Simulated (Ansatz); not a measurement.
The system is Cu.

```xyz
1
Lattice="0.0000 1.8075 1.8075 1.8075 0.0000 1.8075 1.8075 1.8075 0.0000" Properties=species:S:1:pos:R:3 pbc="T T T"
Cu    0.0000    0.0000    0.0000
```

```yaml
Program: Ansatz 0.2.0
Task: relaxation of cell and atoms
Functional: PBEsol
Dispersion: D3(BJ)
Potentials_or_basis: Ansatz PAW
Cutoff: "420 eV (not typed: the program's choice for these potentials)"
k_mesh: 13 × 13 × 13
Occupations: fermi-dirac, width 0.05 eV
Spin: no spin polarisation
```

At the start: volume 11.81 Å³/atom.

Problem. Where does the relaxation end?

Solution. It ends after 8 steps and the volume is 10.81 Å³/atom (-8.5 %); space group Fm-3m (No. 225, to 0.05 Å).

The path:
```
step  energy change (eV)  largest force (eV/Å)  volume (Å³)
   1              0.0000                0.0000        11.81
   2             -0.0369                0.0000        11.26
   3             -0.0476                0.0000        10.71
   4             -0.0480                0.0000        10.81
   5             -0.0480                0.0000        10.80
   6             -0.0471                0.0000        10.80
   7             -0.0471                0.0000        10.81
   8             -0.0471                0.0000        10.81
```

Final structure:
```
Cu
1.0
     0.00000    1.75479    1.75479
     1.75479    0.00000    1.75479
     1.75479    1.75479    0.00000
Cu
1
Direct
  0.00000 0.00000 0.00000
```

Caveat: the plane-wave basis is chosen anew once the cell has moved, so the energies of steps on either side of that aren't comparable; the PAW data sets come from PBE, with cores solved anew for the run's functional, which leaves a small shift of forces and pressure.
